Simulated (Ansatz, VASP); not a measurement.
# One calculation of Ta, two programs

INCAR

```
SYSTEM = Ta
PREC = Accurate
ENCUT = 520
EDIFF = 1E-7
ISMEAR = -1
SIGMA = 0.05
LREAL = .False.
LASPH = .True.
NELM = 60
ALGO = Normal
ISIF = 2
LWAVE = .False.
LCHARG = .False.
GGA = CA
NBANDS = 18
```

The input KPOINTS:

```
Automatic mesh
0
Gamma
  11 11 11
  0 0 0
```

POSCAR

```
Ta
1.0
    3.2528507656      0.0000000000      0.0000000000
    0.0000000000      3.2528507656      0.0000000000
    0.0000000000      0.0000000000      3.2528507656
Ta
2
Direct
    0.0000000000      0.0000000000      0.0000000000
    0.5000000000      0.5000000000      0.5000000000
```

Input for Ansatz:

```yaml
crystal:
  lattice:
    - [3.2528507656, 0.0, 0.0]
    - [0.0, 3.2528507656, 0.0]
    - [0.0, 0.0, 3.2528507656]
  atoms:
    - { symbol: Ta, position: [0.0, 0.0, 0.0] }
    - { symbol: Ta, position: [0.5, 0.5, 0.5] }
kpoints:
  mp_grid: { grid: [11, 11, 11] }
scf:
  occupations: { method: fermi_dirac, width: 0.05 }
hamiltonian:
  xc: lda
  pseudopotentials: { kind: all_electron, lapw: { basis_error: 0.001 } }
output:
  forces: true
  stress: true
  eigenvalues: true
```

Alike in both runs: task single point; functional LDA; k mesh 11 × 11 × 11; occupations fermi-dirac, width 0.05 eV; no spin polarisation.

|  | VASP | Ansatz |
| --- | --- | --- |
| version | VASP 6.6.1 | Ansatz 0.2.0 |
| potentials or method | VASP PAW LDA potentials, release 64 (Ta_pv) | all-electron LAPW, scalar-relativistic |
| plane-wave cutoff (eV) | 520 | see its input |

|  | VASP | Ansatz | Ansatz less VASP |
| --- | --- | --- | --- |
| pressure (GPa) | 0.9 | -0.2 | -1.06 |

Ansatz ran all-electron here, so the differences hold the error of VASP's frozen core and of both bases.

The runs have no spin-orbit coupling, so splittings on Ta are missing.
